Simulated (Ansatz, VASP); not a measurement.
# Ga: VASP beside Ansatz

```
Ga
1.0
     0.00000    2.13325    2.13325
     2.13325    0.00000    2.13325
     2.13325    2.13325    0.00000
Ga
1
Direct
  0.00000 0.00000 0.00000
```

Alike in both runs: task single point; functional PBE; k mesh 8 × 8 × 8; occupations gaussian, width 0.05 eV; no spin polarisation.

```csv
,VASP,Ansatz
version,VASP 6.6.1,Ansatz 0.2.0
potentials or method,"VASP PAW PBE potentials, release 64 (Ga_d)","scalar-relativistic, plane waves, PAW"
plane-wave cutoff (eV),520,420
valence electrons in the cell,13,13
```

```csv
,VASP,Ansatz,Ansatz less VASP
gap on the k mesh at the Fermi level (eV),none,none,-
pressure (GPa),-0.9,-1.0,-0.08
```

A gap of «none» marks a metal or a gap that the smearing closes.
